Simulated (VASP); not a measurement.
# GaN in VASP: single point with PBE+D3(BJ)

Aim: the single point of GaN with PBE+D3(BJ).

Everything below comes from runs of VASP 6.6.1. Logs are shortened: lines on timing, memory, paths and dates and some standing lists are left out, and cuts for length are marked.

## Step 1: The cell of the first run

The cell holds a slab with vacuum, 24 atoms: a = 6.393 Å, b = 5.209 Å, c = 22.459 Å, α = 90.00°, β = 90.00°, γ = 90.00°.

## Step 2: Single point, PBE+D3(BJ) (clean slab, lower planes held)

The input, INCAR:

```
SYSTEM = GaN
PREC     = Accurate       ! precision mode
ENCUT    = 520            ! plane-wave cutoff, eV
EDIFF    = 1E-7           ! SCF threshold, eV
ISMEAR   = 0              ! smearing method
SIGMA    = 0.05           ! smearing width, eV
LREAL    = Auto         
LASPH    = .TRUE.         ! aspherical terms in the spheres
NELM     = 100            ! most SCF steps
ALGO     = Fast           ! electronic algorithm
ISIF     = 2              ! what is computed and relaxed
LWAVE    = .FALSE.        ! write WAVECAR
LCHARG   = .FALSE.        ! write CHGCAR
LDIPOL   = .TRUE.       
IDIPOL   = 3            
DIPOL    = 0.5 0.5 0.499
GGA      = PE             ! functional
IVDW     = 12             ! dispersion correction
NBANDS   = 126            ! bands
```

The input, KPOINTS:

```
regular mesh
0
G
  3 3 1
  0 0 0
```

The input, POSCAR:

```
GaN
1.0
    6.3931260411      0.0000000000      0.0000000000
    0.0000000000      5.2085710300      0.0000000000
    0.0000000000      0.0000000000     22.4593778214
Ga N
12 12
Direct
    0.5000000000      0.0008110332      0.3561986473
    0.0000000000      0.0008110332      0.3561986473
    0.7500000000      0.5008110332      0.3972847481
    0.2500000000      0.5008110332      0.3972847481
    0.7500000000      0.0008110332      0.4794569496
    0.2500000000      0.0008110332      0.4794569496
    0.0000000000      0.4985576276      0.5181504994
    0.5000000000      0.4985576276      0.5181504994
    0.0000000000      0.0043178432      0.6064525263
    0.5000000000      0.0043178432      0.6064525263
    0.2500000000      0.4696438624      0.6314929062
    0.7500000000      0.4696438624      0.6314929062
    0.5000000000      0.6241889668      0.3561986473
    0.0000000000      0.6241889668      0.3561986473
    0.7500000000      0.1241889668      0.3972847481
    0.2500000000      0.1241889668      0.3972847481
    0.7500000000      0.6241889668      0.4794569496
    0.2500000000      0.6241889668      0.4794569496
    0.0000000000      0.1230416541      0.5194060770
    0.5000000000      0.1230416541      0.5194060770
    0.0000000000      0.6288801688      0.6035775599
    0.5000000000      0.6288801688      0.6035775599
    0.2500000000      0.1227596428      0.6428341975
    0.7500000000      0.1227596428      0.6428341975
```

Potentials or basis: VASP PAW PBE potentials, release 64 (Ga_d, N).

Run with:

```sh
$ cat potpaw_PBE.64/Ga_d/POTCAR potpaw_PBE.64/N/POTCAR > POTCAR
$ mpirun -np 1 vasp_std > vasp.out
```

OUTCAR:

```text
SYSTEM = GaN
   PREC = Accurate
   ENCUT = 520
   EDIFF = 1E-7
   ISMEAR = 0
   LREAL = Auto
   LASPH = .TRUE.
   NELM = 100
   ISIF = 2
   GGA = PE
   IVDW = 12
 IVDW          = 12

 ion  position               nearest neighbor table
   1  0.500  0.001  0.356-  15 1.95  16 1.95  13 1.96
   2  0.000  0.001  0.356-  15 1.95  16 1.95  14 1.96
   3  0.750  0.501  0.397-  17 1.95  14 1.95  13 1.95  15 1.96
   4  0.250  0.501  0.397-  18 1.95  14 1.95  13 1.95  16 1.96
   5  0.750  0.001  0.479-  19 1.94  20 1.94  15 1.95  17 1.96
   6  0.250  0.001  0.479-  19 1.94  20 1.94  16 1.95  18 1.96
   7  0.000  0.499  0.518-  17 1.93  18 1.93  19 1.96  21 2.04
   8  0.500  0.499  0.518-  17 1.93  18 1.93  20 1.96  22 2.04
   9  0.000  0.004  0.606-  23 1.90  24 1.90  21 1.96  19 2.05
  10  0.500  0.004  0.606-  23 1.90  24 1.90  22 1.96  20 2.05
  11  0.250  0.470  0.631-  23 1.82  22 1.91  21 1.91
  12  0.750  0.470  0.631-  24 1.82  22 1.91  21 1.91
  13  0.500  0.624  0.356-   3 1.95   4 1.95   1 1.96
  14  0.000  0.624  0.356-   3 1.95   4 1.95   2 1.96
  15  0.750  0.124  0.397-   5 1.95   2 1.95   1 1.95   3 1.96
  16  0.250  0.124  0.397-   6 1.95   2 1.95   1 1.95   4 1.96
  17  0.750  0.624  0.479-   7 1.93   8 1.93   3 1.95   5 1.96
[... 15 lines left out ...]
 A1 = (   0.0000000000,  -5.2085710300,   0.0000000000)
 A2 = (   6.3931260411,   0.0000000000,   0.0000000000)
 A3 = (   0.0000000000,   0.0000000000,  22.4593778214)

Analysis of symmetry for initial positions (statically):
=====================================================================
 Subroutine PRICEL returns following result:

  LATTYP: Found a simple orthorhombic cell.
 ALAT       =     3.1965630206
 B/A-ratio  =     1.6294285445
 C/A-ratio  =     7.0261019967

  Lattice vectors:

 A1 = (   3.1965630206,   0.0000000000,   0.0000000000)
 A2 = (   0.0000000000,   5.2085710300,   0.0000000000)
 A3 = (   0.0000000000,   0.0000000000,  22.4593778214)

   2 primitive cells build up your supercell.

 Routine SETGRP: Setting up the symmetry group for a
 simple orthorhombic supercell.

 Subroutine GETGRP returns: Found  2 space group operations
 (whereof  2 operations were pure point group operations)
 out of a pool of  8 trial point group operations.

The static configuration has the point symmetry C_1h.

Analysis of symmetry for dynamics (positions and initial velocities):
=====================================================================
 Subroutine PRICEL returns following result:

  LATTYP: Found a simple orthorhombic cell.
 ALAT       =     3.1965630206
 B/A-ratio  =     1.6294285445
 C/A-ratio  =     7.0261019967

  Lattice vectors:

 A1 = (   3.1965630206,   0.0000000000,   0.0000000000)
 A2 = (   0.0000000000,   5.2085710300,   0.0000000000)
 A3 = (   0.0000000000,   0.0000000000,  22.4593778214)

   2 primitive cells build up your supercell.

 Routine SETGRP: Setting up the symmetry group for a
 simple orthorhombic supercell.

 Subroutine GETGRP returns: Found  2 space group operations
 (whereof  2 operations were pure point group operations)
 out of a pool of  8 trial point group operations.

The dynamic configuration has the point symmetry C_1h.

 Subroutine INISYM returns: Found  2 space group operations
 (whereof  2 operations are pure point group operations),
 and found     2 'primitive' translations

----------------------------------------------------------------------------------------

                                     Primitive cell

  volume of cell :     373.9380

  direct lattice vectors                    reciprocal lattice vectors
     3.196563021  0.000000000  0.000000000     0.312836003  0.000000000  0.000000000
     0.000000000  5.208571030  0.000000000     0.000000000  0.191991238  0.000000000
     0.000000000  0.000000000 22.459377821     0.000000000  0.000000000  0.044524831

  length of vectors
     3.196563021  5.208571030 22.459377821     0.312836003  0.191991238  0.044524831

  position of ions in fractional coordinates (direct lattice)
     1.000000000  0.000811033  0.356198647
     0.500000000  0.500811033  0.397284748
     0.500000000  0.000811033  0.479456950
     1.000000000  0.498557628  0.518150499
     1.000000000  0.004317843  0.606452526
     0.500000000  0.469643862  0.631492906
     1.000000000  0.624188967  0.356198647
     0.500000000  0.124188967  0.397284748
     0.500000000  0.624188967  0.479456950
     1.000000000  0.123041654  0.519406077
     1.000000000  0.628880169  0.603577560
     0.500000000  0.122759643  0.642834198

  ion indices of the primitive-cell ions
   primitive index   ion index
                 1           1
                 2           3
                 3           5
                 4           8
                 5          10
                 6          11
                 7          13
                 8          15
                 9          17
                10          20
                11          22
                12          23

----------------------------------------------------------------------------------------

 KPOINTS: regular mesh

Automatic generation of k-mesh.
 Grid dimensions read from file:
 generate k-points for:    3    3    1

 Generating k-lattice:

  Cartesian coordinates                     Fractional coordinates (reciprocal lattice)
     0.052139334  0.000000000  0.000000000     0.333333333  0.000000000  0.000000000
     0.000000000  0.063997079  0.000000000     0.000000000  0.333333333  0.000000000
     0.000000000  0.000000000  0.044524831     0.000000000  0.000000000  1.000000000

  Length of vectors
     0.052139334  0.063997079  0.044524831

  Shift w.r.t. Gamma in fractional coordinates (k-lattice)
     0.000000000  0.000000000  0.000000000

 Subroutine IBZKPT returns following result:
 ===========================================

 Found      4 irreducible k-points:

 Following reciprocal coordinates:
            Coordinates               Weight
  0.000000  0.000000  0.000000      1.000000
  0.333333  0.000000  0.000000      2.000000
  0.000000  0.333333  0.000000      2.000000
  0.333333  0.333333  0.000000      4.000000
   k-points           NKPTS =      4   k-points in BZ     NKDIM =      4   number of bands    NBANDS=    126
   number of dos      NEDOS =    301   number of ions     NIONS =     24
   total plane-waves  NPLWV = 322560
   dimension x,y,z NGX =    48 NGY =   40 NGZ =  168
   dimension x,y,z NGXF=    96 NGYF=   80 NGZF=  336
   ions per type =              12  12
   NGX,Y,Z   is equivalent  to a cutoff of  12.48, 12.77, 12.44 a.u.
   NGXF,Y,Z  is equivalent  to a cutoff of  24.96, 25.53, 24.87 a.u.
 SYSTEM =  GaN
   PREC   = accura    normal or accurate (medium, high low for compatibility)
   ISTART =      0    job   : 0-new  1-cont  2-samecut
   ICHARG =      2    charge: 1-file 2-atom 10-const
   ISPIN  =      1    spin polarized calculation?
   LNONCOLLINEAR =      F non collinear calculations
   LSORBIT =      F    spin-orbit coupling
   LASPH  =      T    aspherical Exc in radial PAW
   ENCUT  =  520.0 eV  38.22 Ry    6.18 a.u.  11.89  9.68 41.76*2*pi/ulx,y,z
   NELM   =    100;   NELMIN=  2; NELMDL= -5     # of ELM steps
   EDIFF  = 0.1E-06   stopping-criterion for ELM
   LREAL  =      T    real-space projection
   EDIFFG = 0.1E-05   stopping-criterion for IOM
   NSW    =      0    number of steps for IOM
   IBRION =     -1    ionic relax: 0-MD 1-quasi-New 2-CG
   NFREE  =      0    steps in history (QN), initial steepest desc. (CG)
   ISIF   =      2    stress and relaxation
   ISYM   =      2    0-nonsym 1-usesym 2-fastsym
   POTIM  = 0.5000    time-step for ionic-motion
   TEBEG  =    0.0;   TEEND  =   0.0 temperature during run
   PSTRESS=    0.0 pullay stress
   NELECT =     216.0000    total number of electrons
   NUPDOWN=      -1.0000    fix difference up-down
   EMIN   =  10.00;   EMAX   =-10.00  energy-range for DOS
   EFERMI =   0.00;   METHOD = LEGACY
   ISMEAR =     0;   SIGMA  =   0.05  broadening in eV -4-tet -1-fermi 0-gaus
   EFERMI_NEDOS =   21; number of points for ismear=-14 and -15
   IALGO  =     68    algorithm
   IMIX   =      4    mixing-type and parameters
     AMIX     =   0.40;   BMIX     =  1.00
     AMIX_MAG =   1.60;   BMIX_MAG =  1.00
  volume/ion in A,a.u.               =      31.16       210.29
  Fermi-wavevector in a.u.,A,eV,Ry     =   1.082139  2.044945 15.932748  1.171024
  Thomas-Fermi vector in A             =   2.218173
   LORBIT       =      0    0 simple, 1 ext, 2 COOP (PROOUT), +10 PAW based schemes
   GGA     = PE    functional components
   LHFCALC =     F    Hartree Fock is set to
   AEXX    =    0.0000 exact exchange contribution
   IVDW    =    12    specifies the selected vdW correction
   LEPSILON=     F    determine dielectric tensor
   LRPA    =     F    only Hartree local field effects (RPA)
 non-spin polarized calculation
 RMM-DIIS sequential band-by-band and
 Gauss-broadening in eV      SIGMA  =   0.05
  energy-cutoff  :      520.00
  volume of cell :      747.88
 maximum number of plane-waves:     20179
 NGX is ok and might be reduce to    48
   NGX = 23   NGY = 19   NGZ = 83

 number of electron     215.9999984 magnetization

 dipolmoment           0.000000      0.000000      0.026458 electrons x Angstroem

 Free energy of the ion-electron system (eV)
  ---------------------------------------------------
  ext. energy  EPLUGINS =         0.00000000
  ---------------------------------------------------
  free energy    TOTEN  =      -138.33464694 eV

  energy without entropy =     -138.33464694  energy(sigma->0) =     -138.33464694

 E-fermi :  -0.8932     XC(G=0):  -4.9686

 val. band max:       -1.1738989886   @ k =   0.0000   0.0000   0.0000
 cond. band min:      -0.4895576481   @ k =   0.0000   0.0000   0.0000
 fundamental gap:      0.6843413406
 Fermi energy:        -0.8931880524

 k-point     1 :       0.0000    0.0000    0.0000
  band No.  band energies     occupation
      1     -17.5233      2.00000
      2     -17.1951      2.00000
      3     -16.9840      2.00000
      4     -16.9034      2.00000
      5     -16.8512      2.00000
      6     -16.6363      2.00000
[... 481 lines left out ...]
    119       4.2414      0.00000
    120       4.4755      0.00000
 [bands above 120 left out]

------------------------ aborting loop because EDIFF is reached ----------------------------------------

 vacuum level on the upper side and lower side of the slab       (xc-potential included)         0.044        -0.091

 Edisp (eV)   -4.51869

 E8    (eV) :    -1.8922

  FORCE on cell =-STRESS in cart. coord.  units (eV):
  Direction    XX          YY          ZZ          XY          YZ          ZX
  --------------------------------------------------------------------------------------
  -------------------------------------------------------------------------------------
  Total       4.15380    -4.16003     0.11269     0.00000     1.45541     0.00000
  in kB       8.89871    -8.91205     0.24143     0.00000     3.11793     0.00000
  external pressure =        0.08 kB  Pullay stress =        0.00 kB

 VOLUME and BASIS-vectors are now :
 -----------------------------------------------------------------------------
  energy-cutoff  :      520.00
  volume of cell :      747.88
      direct lattice vectors                 reciprocal lattice vectors
     6.393126041  0.000000000  0.000000000     0.156418002  0.000000000  0.000000000
     0.000000000  5.208571030  0.000000000     0.000000000  0.191991238  0.000000000
     0.000000000  0.000000000 22.459377821     0.000000000  0.000000000  0.044524831

 POSITION                                       TOTAL-FORCE (eV/Angst)
 -----------------------------------------------------------------------------------
      3.19656      0.00422      8.00000         0.000000     -1.998574      1.469680
      0.00000      0.00422      8.00000         0.000000     -1.998574      1.469680
      4.79484      2.60851      8.92277         0.000000      1.090224     -1.633385
      1.59828      2.60851      8.92277        -0.000000      1.090224     -1.633385
      4.79484      0.00422     10.76830         0.000000     -0.345551      0.402042
      1.59828      0.00422     10.76830         0.000000     -0.345551      0.402042
[... 16 lines left out ...]
      1.59828      0.63940     14.43766         0.000000      0.014954     -0.016626
      4.79484      0.63940     14.43766         0.000000      0.014954     -0.016626
 -----------------------------------------------------------------------------------
    total drift:                                0.000000     -0.008265     -0.000443

  FREE ENERGIE OF THE ION-ELECTRON SYSTEM (eV)
  ---------------------------------------------------
  free  energy   TOTEN  =      -142.8533325736 eV

  energy  without entropy=     -142.8533325736  energy(sigma->0) =     -142.85333257

 vacuum level on the upper side and lower side of the slab         4.021         3.879
```

It took 11 min on 1 thread of Intel Xeon Platinum 8488C (Sapphire Rapids), shared host; peak memory 0.77 GiB.

What came out:

* Free energy: -142.8533 eV
* Largest force: 2.481 eV/Å
* Band gap on the k mesh: 0.68 eV
* Dispersion energy per atom: -0.188 eV

Forces on the atoms (eV/Å):
```
Ga   0.000 -1.999  1.470
Ga   0.000 -1.999  1.470
Ga   0.000  1.090 -1.633
Ga   0.000  1.090 -1.633
Ga   0.000 -0.346  0.402
Ga   0.000 -0.346  0.402
Ga   0.000 -0.007 -0.022
Ga   0.000 -0.007 -0.022
Ga   0.000  0.008  0.021
Ga   0.000  0.008  0.021
Ga   0.000 -0.030  0.008
Ga   0.000 -0.030  0.008
N    0.000  0.663  0.367
N    0.000  0.663  0.367
N    0.000  0.520 -1.186
N    0.000  0.520 -1.186
N    0.000  0.070  0.578
N    0.000  0.070  0.578
N    0.000  0.004  0.000
N    0.000  0.004  0.000
N    0.000  0.011  0.012
N    0.000  0.011  0.012
N    0.000  0.015 -0.017
N    0.000  0.015 -0.017
```

Levels at points of the mesh, in eV from the valence-band top:
```
           k point  band 105  band 106  band 107  band 108  band 109  band 110  band 111  band 112
(0.00, 0.00, 0.00)     -0.54     -0.45     -0.26      0.00      0.68      1.88      1.93      3.00
```
